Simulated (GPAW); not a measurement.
Runs of GPAW 26.7.0 on AlN. It takes space group P6_3mc (No. 186, hexagonal). The conventional cell has a = 3.113 Å, b = 3.113 Å, c = 4.981 Å, α = 90.00°, β = 90.00°, γ = 120.00°. Al (site symmetry 3m) has 4 N at 1.89 Å as nearest neighbours. N (site symmetry 3m) is surrounded by 4 Al at 1.89 Å. 

```tsv
task	level	potentials or basis	cell	k mesh	cutoff (eV)	smearing	maxiter	eigensolver	optimizer	fmax	max steps	gap on the mesh (eV)	pressure (GPa)	relaxed volume (Å³/atom)	largest force (eV/Å)
electron localisation function	LDA	the program's PAW data sets (release 1.2.1) made for this functional, pw	as given	10 × 10 × 6	800	fermi-dirac 0.05 eV	150	-	-	-	-	4.28	-3.9	-	0.12
relaxation of cell and atoms	BLYP	PAW data sets generated in the run's folder for this functional, pw	relaxed	7 × 7 × 5	800	fermi-dirac 0.05 eV	150	davidson	BFGS	0.02 eV/Å	60	4.24	-0.1	(a)	-
relaxation of cell and atoms	PBEsol	PAW data sets generated in the run's folder for this functional, pw	relaxed	7 × 7 × 5	800	fermi-dirac 0.05 eV	150	-	BFGS	0.02 eV/Å	60	4.08	0.1	10.50	0.01
single point	PBEsol	PAW data sets generated in the run's folder for this functional, pw	as given	10 × 10 × 6	800	gaussian 0.1 eV	150	-	-	-	-	4.16	(b)	-	0.13
single point	HSE06	GPAW PAW data sets (gpaw-data 1.2.1), pw	as given	6 × 6 × 4	600	fermi-dirac 0.05 eV	60	-	-	-	-	(c)	-	-	0.13
```

Alike in all rows: no spin polarisation.

Problem. Estimate the missing entries.

Solution. (a) 10.81; (b) 1.1; (c) 5.61.

Caveats: later steps reuse the first step's grids (some runs); exact exchange converges slowly with the k mesh, and this mesh is small (some runs); the PAW data sets were made with another functional, which shifts forces and pressure a little (some runs).

A k mesh can miss the band edges.

Runs at the PBE level aren't shown here.
